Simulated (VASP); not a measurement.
# Y (P6_3/mmc) in VASP: a series of runs

The runs below take Y through single point, with PBEsol.

All numbers are computed with VASP 6.6.1; they aren't measurements. Logs are shortened: lines on timing, memory, paths and dates and some standing lists are left out, and cuts for length are marked.

## Step 1: The structure

The structure is hexagonal, space group P6_3/mmc (No. 194). The conventional cell has a = 3.647 Å, b = 3.647 Å, c = 5.731 Å, α = 90.00°, β = 90.00°, γ = 120.00°. Around Y (site symmetry -6m2) lie 12 Y at 3.56 to 3.65 Å.

## Step 2: Single point, PBEsol

The input, INCAR:

```
SYSTEM = Y
PREC     = Accurate       ! precision mode
ENCUT    = 450            ! plane-wave cutoff, eV
EDIFF    = 1E-6           ! SCF threshold, eV
ISMEAR   = -1             ! smearing method
SIGMA    = 0.02           ! smearing width, eV
LREAL    = .FALSE.        ! projectors in reciprocal space
LASPH    = .TRUE.         ! aspherical terms in the spheres
NELM     = 100            ! most SCF steps
ALGO     = Normal         ! electronic algorithm
ISIF     = 2              ! what is computed and relaxed
LWAVE    = .FALSE.        ! write WAVECAR
LCHARG   = .FALSE.        ! write CHGCAR
GGA      = PS             ! functional
NBANDS   = 18             ! bands
ADDGRID  = .FALSE.
```

The input, KPOINTS:

```
Automatic mesh
0
G
  13 13 7
  0 0 0
```

The input, POSCAR:

```
Y
1.0
    3.6474000000      0.0000000000      0.0000000000
   -1.8237000000      3.1587410578      0.0000000000
    0.0000000000      0.0000000000      5.7306000000
Y
2
Direct
    0.6666666667      0.3333333333      0.7500000000
    0.3333333333      0.6666666667      0.2500000000
```

Potentials or basis: VASP PAW PBE potentials, release 64 (Y_sv).

On the command line:

```bash
$ cat potpaw_PBE.64/Y_sv/POTCAR > POTCAR
$ mpirun -np 1 vasp_std > vasp.out
```

OUTCAR:

```text
SYSTEM = Y
   PREC = Accurate
   ENCUT = 450
   EDIFF = 1E-6
   ISMEAR = -1
   LREAL = .FALSE.
   LASPH = .TRUE.
   NELM = 100
   ISIF = 2
   GGA = PS

 Found     84 irreducible k-points:

 Following reciprocal coordinates:
            Coordinates               Weight
  0.000000  0.000000  0.000000      1.000000
  0.076923 -0.000000  0.000000      6.000000
  0.153846  0.000000  0.000000      6.000000
  0.230769 -0.000000  0.000000      6.000000
  0.307692  0.000000  0.000000      6.000000
  0.384615 -0.000000  0.000000      6.000000
   k-points           NKPTS =     84   k-points in BZ     NKDIM =     84   number of bands    NBANDS=     18
   number of dos      NEDOS =    301   number of ions     NIONS =      2
   total plane-waves  NPLWV =  31360
   dimension x,y,z NGX =    28 NGY =   28 NGZ =   40
   dimension x,y,z NGXF=    56 NGYF=   56 NGZF=   80
   ions per type =               2
   NGX,Y,Z   is equivalent  to a cutoff of  12.76, 12.76, 11.60 a.u.
   NGXF,Y,Z  is equivalent  to a cutoff of  25.52, 25.52, 23.21 a.u.
 SYSTEM =  Y
   PREC   = accura    normal or accurate (medium, high low for compatibility)
   ISTART =      0    job   : 0-new  1-cont  2-samecut
   ICHARG =      2    charge: 1-file 2-atom 10-const
   ISPIN  =      1    spin polarized calculation?
   LNONCOLLINEAR =      F non collinear calculations
   LSORBIT =      F    spin-orbit coupling
   LASPH  =      T    aspherical Exc in radial PAW
   ENCUT  =  450.0 eV  33.07 Ry    5.75 a.u.   6.31  6.31  9.91*2*pi/ulx,y,z
   NELM   =    100;   NELMIN=  2; NELMDL= -5     # of ELM steps
   EDIFF  = 0.1E-05   stopping-criterion for ELM
   LREAL  =      F    real-space projection
   EDIFFG = 0.1E-04   stopping-criterion for IOM
   NSW    =      0    number of steps for IOM
   IBRION =     -1    ionic relax: 0-MD 1-quasi-New 2-CG
   NFREE  =      0    steps in history (QN), initial steepest desc. (CG)
   ISIF   =      2    stress and relaxation
   ISYM   =      2    0-nonsym 1-usesym 2-fastsym
   POTIM  = 0.5000    time-step for ionic-motion
   TEBEG  =    0.0;   TEEND  =   0.0 temperature during run
   PSTRESS=    0.0 pullay stress
   NELECT =      22.0000    total number of electrons
   NUPDOWN=      -1.0000    fix difference up-down
   EMIN   =  10.00;   EMAX   =-10.00  energy-range for DOS
   EFERMI =   0.00;   METHOD = LEGACY
   ISMEAR =    -1;   SIGMA  =   0.02  broadening in eV -4-tet -1-fermi 0-gaus
   EFERMI_NEDOS =   21; number of points for ismear=-14 and -15
   IALGO  =     38    algorithm
   IMIX   =      4    mixing-type and parameters
     AMIX     =   0.40;   BMIX     =  1.00
     AMIX_MAG =   1.60;   BMIX_MAG =  1.00
  volume/ion in A,a.u.               =      33.01       222.77
  Fermi-wavevector in a.u.,A,eV,Ry     =   1.134967  2.144777 17.526345  1.288150
  Thomas-Fermi vector in A             =   2.271671
   LORBIT       =      0    0 simple, 1 ext, 2 COOP (PROOUT), +10 PAW based schemes
   GGA     = PS    functional components
   LHFCALC =     F    Hartree Fock is set to
   AEXX    =    0.0000 exact exchange contribution
   IVDW    =     0    specifies the selected vdW correction
   LEPSILON=     F    determine dielectric tensor
   LRPA    =     F    only Hartree local field effects (RPA)
 non-spin polarized calculation
  energy-cutoff  :      450.00
  volume of cell :       66.02
 maximum number of plane-waves:      1444
 NGX is ok and might be reduce to    28
   NGX = 13   NGY = 13   NGZ = 19

 number of electron      22.0000000 magnetization

 Free energy of the ion-electron system (eV)
  ---------------------------------------------------
  ext. energy  EPLUGINS =         0.00000000
  ---------------------------------------------------
  free energy    TOTEN  =       -13.61099333 eV

  energy without entropy =      -13.60429652  energy(sigma->0) =      -13.60764492

 E-fermi :   2.8643     XC(G=0):  -9.5142

 val. band max:        2.8570365047   @ k =   0.4615   0.0769   0.4286
 cond. band min:       2.8651246508   @ k =   0.3077   0.1538   0.4286
 fundamental gap:      0.0080881461
 Fermi energy:         2.8642877361

 k-point     1 :       0.0000    0.0000    0.0000
  band No.  band energies     occupation
      1     -39.7520      2.00000
      2     -39.6800      2.00000
      3     -20.0432      2.00000
      4     -19.5722      2.00000
      5     -19.5722      2.00000
      6     -19.4840      2.00000
[... 10 lines left out ...]
     17       5.6319      0.00000
     18       5.6319      0.00000

 k-point     2 :       0.0769   -0.0000    0.0000
  band No.  band energies     occupation
      1     -39.7491      2.00000
      2     -39.6789      2.00000
      3     -20.0327      2.00000
      4     -19.5935      2.00000
      5     -19.5795      2.00000
      6     -19.5064      2.00000
[... 10 lines left out ...]
     17       5.4624      0.00000
     18       5.5120      0.00000

 k-point     3 :       0.1538    0.0000    0.0000
  band No.  band energies     occupation
      1     -39.7409      2.00000
      2     -39.6762      2.00000
      3     -20.0026      2.00000
      4     -19.6526      2.00000
      5     -19.5990      2.00000
      6     -19.5674      2.00000
[... 10 lines left out ...]
     17       5.4680      0.00000
     18       5.6264      0.00000

 k-point     4 :       0.2308   -0.0000    0.0000
  band No.  band energies     occupation
      1     -39.7289      2.00000
      2     -39.6727      2.00000
      3     -19.9564      2.00000
      4     -19.7364      2.00000
      5     -19.6504      2.00000
      6     -19.6255      2.00000
[... 10 lines left out ...]
     17       5.9043      0.00000
     18       6.1357      0.00000

 k-point     5 :       0.3077    0.0000    0.0000
  band No.  band energies     occupation
      1     -39.7152      2.00000
      2     -39.6698      2.00000
      3     -19.9000      2.00000
      4     -19.8256      2.00000
      5     -19.7350      2.00000
      6     -19.6526      2.00000
[... 10 lines left out ...]
     17       6.4688      0.00000
     18       6.7781      0.00000

 k-point     6 :       0.3846   -0.0000    0.0000
  band No.  band energies     occupation
      1     -39.7026      2.00000
      2     -39.6688      2.00000
      3     -19.8995      2.00000
      4     -19.8425      2.00000
      5     -19.8029      2.00000
      6     -19.6745      2.00000
[... 10 lines left out ...]
     17       7.1968      0.00000
     18       7.4563      0.00000

 [... further k-points ...]

------------------------ aborting loop because EDIFF is reached ----------------------------------------

  FORCE on cell =-STRESS in cart. coord.  units (eV):
  Direction    XX          YY          ZZ          XY          YZ          ZX
  --------------------------------------------------------------------------------------
  -------------------------------------------------------------------------------------
  Total       -0.7890748     -0.7890748     -1.1043401      0.0000000      0.0000000      0.0000000
  in kB      -19.1483447    -19.1483447    -26.7988353      0.0000000      0.0000000      0.0000000
  external PRESSURE =     -21.6985082 kB  Pullay stress =       0.0000000 kB

 VOLUME and BASIS-vectors are now :
 -----------------------------------------------------------------------------
  energy-cutoff  :      450.00
  volume of cell :       66.02
      direct lattice vectors                 reciprocal lattice vectors
     3.647400000  0.000000000  0.000000000     0.274167900  0.158290911  0.000000000
    -1.823700000  3.158741058  0.000000000     0.000000000  0.316581822  0.000000000
     0.000000000  0.000000000  5.730600000     0.000000000  0.000000000  0.174501797

 POSITION                                       TOTAL-FORCE (eV/Angst)
 -----------------------------------------------------------------------------------
      1.82370      1.05291      4.29795         0.000000      0.000000      0.000000
     -0.00000      2.10583      1.43265        -0.000000     -0.000000      0.000000
 -----------------------------------------------------------------------------------
    total drift:                               -0.000000      0.000000     -0.000000

  FREE ENERGIE OF THE ION-ELECTRON SYSTEM (eV)
  ---------------------------------------------------
  free  energy   TOTEN  =       -13.6109933266 eV

  energy  without entropy=      -13.6042965218  energy(sigma->0) =      -13.60764492
```

Wall time 36 s (1 thread of AMD EPYC 9R45 (Zen 5), shared host); peak memory 0.2 GiB.

The run converged, but some of its settings lie outside the range that counts as converged, so its numbers aren't taken as properties of the crystal.

What came out:

```yaml
Free_energy: -13.6110 eV
Pressure: -2.2 GPa
Band_gap_on_the_k_mesh: none (metal or under the smearing width)
```

Caveat: the PAW data sets were made with another functional, which shifts forces and pressure a little.

## Step 3: Single point, PBEsol

Changes to INCAR since step 2:

```diff
@@ -1,3 +1,3 @@
 SYSTEM = Y
-PREC     = Accurate       ! precision mode
+PREC     = Low            ! precision mode
 ENCUT    = 450            ! plane-wave cutoff, eV
@@ -5,3 +5,3 @@
 ISMEAR   = -1             ! smearing method
-SIGMA    = 0.02           ! smearing width, eV
+SIGMA    = 0.15           ! smearing width, eV
 LREAL    = .FALSE.        ! projectors in reciprocal space
```

KPOINTS is that of step 2.

POSCAR is that of step 2.

Potentials or basis: VASP PAW PBE potentials, release 64 (Y_sv).

On the command line:

```bash
$ cat potpaw_PBE.64/Y_sv/POTCAR > POTCAR
$ mpirun -np 1 vasp_std > vasp.out
```

It took 23 s on 1 thread of AMD EPYC 9R45 (Zen 5), shared host; peak memory 0.14 GiB.

The run converged, but some of its settings lie outside the range that counts as converged, so its numbers aren't taken as properties of the crystal.

Results:

```
Free energy            : -13.7496 eV
Pressure               : -2.0 GPa
Band gap on the k mesh : none (metal or under the smearing width)
```

Caveat: the PAW data sets were made with another functional, which shifts forces and pressure a little.
